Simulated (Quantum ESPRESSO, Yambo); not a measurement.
# CsH (Fm-3m): Bethe-Salpeter spectra with Yambo, part 3 of 4

Aim: the absorption spectrum of CsH (Fm-3m) with electron-hole interaction, and what each part of the kernel does.

Quantum ESPRESSO 7.5 and Yambo 5.3.0; PBEsol and many-body steps on it, plane waves. Known limits of the many-body steps: not at the basis limit; no spin-orbit coupling; bindings not settled in the k mesh.

So far. Step 8 (Beyond Tamm-Dancoff): The lowest state lies at 3.521 eV, 0.788 eV under the direct gap. Step 9 (Finite momentum (q 2)): The lowest state lies at 4.100 eV.

The database entry behind the starting cell differs from later determinations by our own check (0.1 to 0.3 % short, probably kX units), so it need not match the best structure at ambient conditions.

### Step 10. Finite momentum (q 3)

Level of this step: Bethe-Salpeter equation on PBEsol with a scissors shift, plane waves, norm-conserving pseudopotentials (Yambo).

bse8.in reads:

```
optics
bss
bse
em1s
dipoles
rim_cut
RandQpts= 1000000
RandGvec= 1 RL
Chimod= "HARTREE"
BSKmod= "SEX"
BSEmod= "resonant"
BSSmod= "d"
BSENGexx= 30 Ry
BSENGBlk= 6 Ry
% BSEQptR
 3 | 3 |
%
% BSEBands
 2 | 10 |
%
% BEnRange
 0 | 7 | eV
%
% BDmRange
 0.1 | 0.1 | eV
%
BEnSteps= 141
% BLongDir
 1 | 0 | 0 |
%
% BndsRnXs
 1 | 73 |
%
NGsBlkXs= 6 Ry
% LongDrXs
 1 | 1 | 1 |
%
% KfnQP_E
 2.16 | 1.0 | 1.0 |
%
WRbsWF
```

Launch:

```console
> OMP_NUM_THREADS=1 mpirun -n 4 yambo -F bse8.in -J bse8,bse3_W -C bse8 > bse8.log
```

The program printed:

```text
 Yambo, version 5.3.0

 [02] CORE Variables Setup
 =========================

  [... cell, symmetries and grids as in the set-up ...]

  [02.05] Energies & Occupations
  ==============================

  [X] === General ===
  [X] Electronic Temperature                        :  0.000000  0.000000 [eV K]
  [X] Bosonic    Temperature                        :  0.000000  0.000000 [eV K]
  [X] Finite Temperature mode                       : no
  [X] El. density                                   :  0.15432E+24 [cm-3]
[...]
[06] Dipoles
 ============

  [06.01] Setup: observables and procedures
  =========================================

  [WARNING] [r,Vnl^pseudo] included in position and velocity dipoles.

  [WARNING] In case H contains other non local terms, these are neglected

 [07] Static Dielectric Matrix
 =============================

    [08.01.05.02] Main kernel loop
    ==============================

    [08.01.05.03] Wave-Function Phases
    ==================================

    [BSE] WF phases found       :  53.18287 [o/o]

   [08.01.06] BSE solver(s) @q3
   ============================

   [08.01.07] Diago Solver @q3
   ===========================

 [11] Game Over & Game summary
```

Wall time 15 s (4 MPI ranks of Arm Neoverse V2, shared host); peak memory 1.1 GiB.

This step gave:

```
transitions in the window                                      : 1280
lowest state                                                   : 4.391 eV
first strong exciton (over a fiftieth of the strongest listed) : 4.647 eV
```

The lowest state lies at 4.391 eV.

The program warns that the window of bands cuts a degenerate level, which breaks the symmetry of states and spectrum.

### Step 11. RPA with local fields (no direct term)

bse9.in reads:

```
optics
bss
bse
em1s
dipoles
rim_cut
RandQpts= 1000000
RandGvec= 1 RL
Chimod= "HARTREE"
BSKmod= "HARTREE"
BSEmod= "resonant"
BSSmod= "h"
BSENGexx= 30 Ry
BSENGBlk= 6 Ry
% BSEQptR
 1 | 1 |
%
% BSEBands
 2 | 11 |
%
% BEnRange
 0 | 9 | eV
%
% BDmRange
 0.1 | 0.1 | eV
%
BEnSteps= 181
% BLongDir
 1 | 0 | 0 |
%
% BndsRnXs
 1 | 73 |
%
NGsBlkXs= 6 Ry
% LongDrXs
 1 | 1 | 1 |
%
% KfnQP_E
 2.16 | 1.0 | 1.0 |
%
BSHayTrs= -0.02
```

Launch:

```console
> OMP_NUM_THREADS=1 mpirun -n 4 yambo -F bse9.in -J bse9,bse3_W -C bse9 > bse9.log
```

The program printed:

```text
 Yambo, version 5.3.0

 [02] CORE Variables Setup
 =========================

  [... cell, symmetries and grids as in the set-up ...]

  [02.05] Energies & Occupations
  ==============================

  [X] === General ===
  [X] Electronic Temperature                        :  0.000000  0.000000 [eV K]
  [X] Bosonic    Temperature                        :  0.000000  0.000000 [eV K]
  [X] Finite Temperature mode                       : no
  [X] El. density                                   :  0.15432E+24 [cm-3]
[...]
===========================

  [08.02] BSE solver(s) @q1
  =========================

  [08.03] Haydock Solver in the optics basis @q1 using the hermitian scheme
  =========================================================================

  Accuracy (requested)      : -0.020000 [o/o]

  [WARNING] [EPS_extend] Possible inaccuracy in the EPS prolungation

  [WARNING] [EPS_extend] Possible inaccuracy in the EPS prolungation

  [WARNING] [EPS_extend] Possible inaccuracy in the EPS prolungation

  [WARNING] [EPS_extend] Possible inaccuracy in the EPS prolungation

  [WARNING] [EPS_extend] Possible inaccuracy in the EPS prolungation
  Iterations                :   54

 [11] Game Over & Game summary
```

Elapsed: 3.2 s, on 4 MPI ranks; peak memory 1.1 GiB; 13 s of CPU time.

Numbers from this step:

```yaml
transitions_in_the_window: 1536
direct_gap_of_the_transition_levels: 4.309 eV
```

### Step 12. One G vector in the direct term

bse10.in reads:

```
optics
bss
bse
em1s
dipoles
rim_cut
RandQpts= 1000000
RandGvec= 1 RL
Chimod= "HARTREE"
BSKmod= "SEX"
BSEmod= "resonant"
BSSmod= "d"
BSENGexx= 30 Ry
BSENGBlk= 1 RL
% BSEQptR
 1 | 1 |
%
% BSEBands
 2 | 10 |
%
% BEnRange
 0 | 7 | eV
%
% BDmRange
 0.1 | 0.1 | eV
%
BEnSteps= 141
% BLongDir
 1 | 0 | 0 |
%
% BndsRnXs
 1 | 73 |
%
NGsBlkXs= 6 Ry
% LongDrXs
 1 | 1 | 1 |
%
% KfnQP_E
 2.16 | 1.0 | 1.0 |
%
WRbsWF
```

Launch:

```console
> OMP_NUM_THREADS=1 mpirun -n 4 yambo -F bse10.in -J bse10,bse3_W -C bse10 > bse10.log
```

The program printed:

```text
 Yambo, version 5.3.0

 [02] CORE Variables Setup
 =========================

  [... cell, symmetries and grids as in the set-up ...]

  [02.05] Energies & Occupations
  ==============================

  [X] === General ===
  [X] Electronic Temperature                        :  0.000000  0.000000 [eV K]
  [X] Bosonic    Temperature                        :  0.000000  0.000000 [eV K]
  [X] Finite Temperature mode                       : no
  [X] El. density                                   :  0.15432E+24 [cm-3]
  [X] Fermi Level                                   :  3.261446 [eV]

  [X] === Gaps and Widths ===
  [X] Conduction Band Min                           :  2.149182 [eV]
  [X] Valence Band Max                              :  0.000000 [eV]
  [X] Filled Bands                                  :   5
  [X] Empty Bands                                   :    6  152
  [X] Direct Gap                                    :  2.149182 [eV]
  [X] Direct Gap localized at k                     :  3
  [X] Indirect Gap                                  :  2.149182 [eV]
  [X] Indirect Gap between kpts                     :  3  3
  [X] Last valence band width                       :  1.775611 [eV]
  [X] 1st conduction band width                     :  2.995424 [eV]

 [03] Transferred momenta grid and indexing
 ==========================================

 IBZ Q-points                                      :   8
 BZ  Q-points                                      :   64

 K/Q-points units:
 rlu = crystal or reduced units; cc = cartesian coordinates; iku = interal k-units

 Q [1]          [rlu]:  0.000000  0.000000  0.000000
 Q [2]          [rlu]: -0.48926E-17 -0.48926E-17  0.25000
 Q [3]          [rlu]:  0.97851E-17  0.97851E-17 -0.50000
[...]
[K+QP] Fermi Level                                :  0.000000 [eV]

  [K+QP] === Gaps and Widths ===
  [K+QP] Conduction Band Min                        :  4.309182 [eV]
  [K+QP] Valence Band Max                           :  0.000000 [eV]
  [K+QP] Filled Bands                               :   5
  [K+QP] Empty Bands                                :    6  152
  [K+QP] Direct Gap                                 :  4.309182 [eV]
  [K+QP] Direct Gap localized at k                  :  3
  [K+QP] Indirect Gap                               :  4.309182 [eV]
  [K+QP] Indirect Gap between kpts                  :  3  3
  [K+QP] Last valence band width                    :  1.775611 [eV]
  [K+QP] 1st conduction band width                  :  2.995424 [eV]

  [coarse-grid] Minimum Bare Gap        [ev]:  2.149182
  [coarse-grid] Minimum Gap Correction  [ev]:  2.160000

  Eqp @ K [1]
  -21.45331  -7.88570  -7.88570  -7.88570  -1.77561   7.30461   7.30461   7.30461
    7.97364   9.07804   9.07804  10.40602  11.31496  11.31496  11.31496  16.69428
  Eqp @ K [2]
  -21.41468  -8.34214  -7.93327  -7.93327  -0.94896   5.67698   7.32457   7.32457
[...]
Eqp @ K [3]
[...]
Eqp @ K [4]
[...]
Eqp @ K [5]
[...]
[... 2 further k-points ...]
  Eqp @ K [8]
  -21.35025  -8.39298  -8.39298  -8.20460  -0.73528   6.24501   6.24501   7.24078
   10.46663  10.85902  10.85902  11.03533  11.55155  14.89248  14.89248  15.60656

 [06] Dipoles
 ============

  [06.01] Setup: observables and procedures
  =========================================

  [WARNING] [r,Vnl^pseudo] included in position and velocity dipoles.

  [WARNING] In case H contains other non local terms, these are neglected

 [07] Static Dielectric Matrix
 =============================

    [08.01.05.02] Main kernel loop
    ==============================

    [08.01.05.03] Wave-Function Phases
    ==================================

    [BSE] WF phases found       :  53.18287 [o/o]

   [08.01.06] BSE solver(s) @q1
   ============================

   [08.01.07] Diago Solver @q1
   ===========================

 [11] Game Over & Game summary
```

It took 11 s on 4 MPI ranks; peak memory 1.2 GiB; 43 s of CPU time.

The run ended normally, though the input holds a fault or crude settings.

The fault put into this input: one G vector in the direct term.

### Step 13. Empty states on the mesh, 6×6×6 mesh, 42 bands

This step: Quantum ESPRESSO 7.5; DFT, PBEsol, plane waves, norm-conserving pseudopotentials.

pw.in reads:

```
&control
  calculation = 'nscf'
  prefix = 'x'
  outdir = 'o'
  pseudo_dir = 'pseudo'
/
&system
  ibrav = 0
  nat = 2
  ntyp = 2
  ecutwfc = 64.0
  nbnd = 42
  force_symmorphic = .true.
/
&electrons
  conv_thr = 1e-9
  electron_maxstep = 80
  diago_full_acc = .true.
  diago_thr_init = 5e-6
/
ATOMIC_SPECIES
  Cs 132.91 Cs.upf
  H 1.008 H.upf
CELL_PARAMETERS angstrom
  -0.0000000000 3.1880000000 3.1880000000
  3.1880000000 -0.0000000000 3.1880000000
  3.1880000000 3.1880000000 -0.0000000000
ATOMIC_POSITIONS crystal
  Cs 0.0000000000 0.0000000000 0.0000000000
  H 0.5000000000 0.5000000000 0.5000000000
K_POINTS automatic
  6 6 6 0 0 0
```

Launch:

```console
> OMP_NUM_THREADS=1 mpirun -n 4 pw.x -nk 4 -in pw.in > pw.out
```

The program printed:

```text
[banner, memory and clock lines left out]
Program PWSCF v.7.5 starts

     Atomic positions and unit cell read from directory:
     o/x.save/

     Message from routine setup:
     using ibrav=0 with symmetry is DISCOURAGED, use correct ibrav instead

     G-vector sticks info

     bravais-lattice index     =            0
     lattice parameter (alat)  =       8.5199  a.u.
     unit-cell volume          =     437.3021 (a.u.)^3
     number of atoms/cell      =            2
     number of atomic types    =            2
     number of electrons       =        10.00
[...]
35.6643  35.6643

          k = 0.1179 0.1179-0.1179 (  3768 PWs)   bands (ev):

[...]
35.5697  35.5697

          k = 0.2357 0.2357-0.2357 (  3783 PWs)   bands (ev):

[...]
21.3788  23.7710  23.7710  23.9405  26.2433  26.2820  26.2820  28.4660
    28.4660  29.5642  31.5312  31.8750  31.8750  31.9754  33.5594  33.5594
    34.2464  36.1666

          k =-0.3536-0.3536 0.3536 (  3798 PWs)   bands (ev):

     [... further k-points ...]

     highest occupied, lowest unoccupied level (ev):     3.2614    5.4106

     XML data file, pseudopotentials, collected wavefunctions
```

It took 6.9 s on 4 MPI ranks; peak memory 0.26 GiB.

This step gave:

```
gap                                                           : 2.149 eV
k of the valence top                                          : 0, 0, -0.5
k of the conduction bottom                                    : 0, 0, -0.5
least direct gap                                              : 2.149 eV
k points computed                                             : 16
lowest point of the top converged band, above the valence top : 31.44 eV
```

On this mesh the gap is 2.149 eV.

### Step 14. Conversion and set-up

This step: Yambo 5.3.0; conversion and set-up on PBEsol, plane waves, norm-conserving pseudopotentials.

Launch:

```console
> (cd o/x.save; p2y > p2y.log; mv SAVE ../..); yambo > setup.log
```

The program printed:

```text
 Yambo, version 5.3.0

 [02] CORE Variables Setup
 =========================

  [02.01] Unit cells
  ==================

  Cell kind             :  FCC
  Atoms in the cell     :  Cs  H
  number of Cs atoms    :  1
  number of H  atoms    :  1

  List of atomic masses
  Mass of Cs    :  132.9100
  Mass of H     :  1.008000

  List of atomic coordinates    : [cc]
  Cs1       :  0.000000  0.000000  0.000000  order 1
  H1       :  6.024447  6.024447  6.024447  order 2

  Alat factors          :  6.024447  6.024447  6.024447 [a.u.]
  Direct lattice volume :  437.3021 [a.u.]
[...]
Q [ 1]         [rlu]:  0.000000  0.000000  0.000000
 Q [ 2]         [rlu]: -0.40237E-17 -0.40237E-17  0.16667
 Q [ 3]         [rlu]: -0.80474E-17 -0.80474E-17  0.33333
[...]
Q [ 8]         [rlu]:  0.97851E-17  0.16667     -0.33333
 Q [ 9]         [rlu]:  0.80474E-17  0.16667     -0.16667
 Q [10]         [rlu]:  0.88143E-17  0.33333      0.33333
     [... 4 further rows ...]
 Q [15]         [rlu]:  0.166667  0.333333 -0.333333
 Q [16]         [rlu]:  0.166667 -0.500000 -0.333333

  [03.01] X indexes
  =================

   [03.01.01] Sigma indexes
   ========================

 [06] Game Over & Game summary
```

It took 2.4 s on 1 MPI rank; peak memory 0.25 GiB.

### Step 15. k mesh (6×6×6)

This step: Bethe-Salpeter equation on PBEsol with a scissors shift, plane waves, norm-conserving pseudopotentials.

bse12.in, as its differences from bse10.in of step 12:

```diff
@@ -13,3 +13,3 @@
 BSENGexx= 30 Ry
-BSENGBlk= 1 RL
+BSENGBlk= 4 Ry
 % BSEQptR
@@ -31,5 +31,5 @@
 % BndsRnXs
- 1 | 73 |
+ 1 | 42 |
 %
-NGsBlkXs= 6 Ry
+NGsBlkXs= 4 Ry
 % LongDrXs
```

Launch:

```console
> OMP_NUM_THREADS=1 mpirun -n 4 yambo -F bse12.in -J bse12 -C bse12 > bse12.log
```

The program printed:

```text
 Yambo, version 5.3.0

 [02] CORE Variables Setup
 =========================

  [... cell, symmetries and grids as in the set-up ...]

  [02.05] Energies & Occupations
  ==============================

  [X] === General ===
  [X] Electronic Temperature                        :  0.000000  0.000000 [eV K]
  [X] Bosonic    Temperature                        :  0.000000  0.000000 [eV K]
  [X] Finite Temperature mode                       : no
  [X] El. density                                   :  0.15432E+24 [cm-3]
[...]
[08.01.04] Independent Particles properties @q1
   ===============================================

   ==========================================================

   [BSE] Exchange components :  1291
   [BSE] Correlation components :    65   385

    [08.01.05.01] Screened interaction header I/O
    =============================================

    [08.01.05.02] Main kernel loop
    ==============================

    [08.01.05.03] Wave-Function Phases
    ==================================

    [BSE] WF phases found       :  67.36111 [o/o]

   [08.01.06] BSE solver(s) @q1
   ============================

   [08.01.07] Diago Solver @q1
   ===========================

 [11] Game Over & Game summary
```

Wall time 4.8 min (4 MPI ranks); peak memory 2.4 GiB.

Numbers from this step:

```yaml
transitions_in_the_window: 4320
direct_gap_of_the_transition_levels: 4.309 eV
lowest_state: 3.721 eV
first_strong_exciton_over_a_fiftieth_of_the_strongest_listed: 3.721 eV
binding_of_the_lowest_state_below_the_direct_gap: 0.5878 eV
coulomb_term_of_one_mesh_cell: 0.5812 eV
```

The binding is 1.0 times the screened Coulomb term of one mesh cell (0.58 eV), so it is not shown settled.

The lowest state lies at 3.721 eV, 0.588 eV under the direct gap.

(Part 3 of 4 ends here.)

[Paths, hosts, dates, memory and timing lines, banners, echoed tables and standing remarks are left out of the program output.]

[Logs are printed without paths, hosts, clocks, repeated set-up lines and the standing remarks that a program may print on its own settings, such as how far it seeks lower states.]

[Runs of the session that timed out or met a known fault of the program may be left out.]

[Hosts, paths, dates, database ids (printed as entryN), source tags and the programs' standing remarks are cut or masked in the printed files.]
